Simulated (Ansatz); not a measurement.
Comparing deformations in Ti

Method: DFT PBEsol, scalar-relativistic, plane waves, PAW (Ansatz). Cutoff 420 eV, Γ-centred 24×24×14 k-points, Gaussian smearing of 0.15 eV. No spin polarisation. Energies are free energies at this smearing, counted from the undisturbed cell; pressure is positive in compression.

The starting cell (relaxed at this level):

```
CELL_PARAMETERS angstrom
2.90044 0.00000 0.00000
-1.45022 2.51185 0.00000
0.00000 0.00000 4.59099
ATOMIC_POSITIONS crystal
Ti 0.33333 0.66667 0.25000
Ti 0.66667 0.33333 0.75000
```

The cell is strained by ε times a Voigt pattern (xx, yy, zz, yz, xz, xy; engineering shear) with fractional coordinates fixed. τ = (1/V0) dE/dε comes from the stress tensor. Of each scan, only the three points used here are listed.

| pattern | ε | τ (GPa) |
| --- | --- | --- |
| (1, -1, 0, 0, 0, 0) | -0.0050 | -1.33 |
| (1, -1, 0, 0, 0, 0) | 0.0000 | 0.00 |
| (1, -1, 0, 0, 0, 0) | 0.0050 | 1.32 |
| (0, 1, 0, 0, 0, 0) | -0.0150 | -3.21 |
| (0, 1, 0, 0, 0, 0) | 0.0000 | -0.05 |
| (0, 1, 0, 0, 0, 0) | 0.0150 | 2.87 |

Task: Which constants do the scans give, and which deformation costs least for the same size of strain tensor?

Result: The slope dτ/dε at zero (parabola through three points) is pᵀCp: (1, -1, 0, 0, 0, 0) gives C11 + C22 − 2 C12 = 265 GPa; (0, 1, 0, 0, 0, 0) gives C22 = 203 GPa. The size of the strain tensor, ε:ε, is ε² times 2.0, 1.0. Per unit of it the stiffnesses are 133, 203 GPa, so (1, -1, 0, 0, 0, 0) is the softest of these: at ε:ε = (1 %)² the quadratic term costs 0.69 meV/atom against 1.06 for the stiffest. These are clamped-ion values.

Forces appear on the atoms along this scan, and letting them relax would lower the energy and soften the response. In a metal these slopes depend on the k mesh and the smearing.

Cost: 19 runs of about 5.5 core-minutes in all, on Intel Xeon 6975P-C (Granite Rapids) (shared hosts).